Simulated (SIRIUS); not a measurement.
MgB2: equation of state with PW91

Crystal: MgB2.

```
Mg B
1.0
     3.08500    0.00000    0.00000
    -1.54250    2.67169    0.00000
     0.00000    0.00000    3.52300
Mg B
1 2
Direct
  0.00000 0.00000 0.00000
  0.66667 0.33333 0.50000
  0.33333 0.66667 0.50000
```

| Item | Value |
| --- | --- |
| Program | SIRIUS 7.12.0 |
| Task | equation of state |
| Functional | PW91 |
| Potentials or basis | all-electron FP-LAPW |
| Cutoff | 219 eV |
| Basis | apw+lo standard |
| k mesh | 10 × 10 × 8 |
| Occupations | fermi-dirac, width 0.05 eV |
| Spin | no spin polarisation |
| Muffin tin radii | B 1.62, Mg 2.13 bohr |
| Basis cutoff (gk_cutoff) | 4.01 1/bohr |
| Cutoff of density and potential (pw_cutoff) | 21 1/bohr |
| lmax of the basis | 10 |
| lmax of density and potential | 8 |
| Valence relativity | iora |
| Core states | B none, Mg 1s |
| Local orbitals (radial functions) | B 11, Mg 12 |
| Smallest sphere radius times basis cutoff | 6.5 |

| Item | Value |
| --- | --- |
| Equilibrium volume | 9.61 Å³/atom |
| Bulk modulus at fixed shape and positions | 152 GPa |
| Pressure derivative of the bulk modulus | 3.6 |

Energy against volume, from the lowest point:
```
volume (Å³/atom)  energy (meV/atom)
           9.098              13.71
           9.292               4.94
           9.485               0.53
           9.679               0.00
           9.873               3.04
          10.066               9.39
          10.260              18.67
```

All runs of the series together: 6.5 min on 1 thread of AMD EPYC 7R43 64-Core Processor (Zen 3), on a shared host.

Caveat: the cell was scaled at fixed shape and fractional positions, which overstates the stiffness of a crystal with free parameters, most of all of layers and chains.
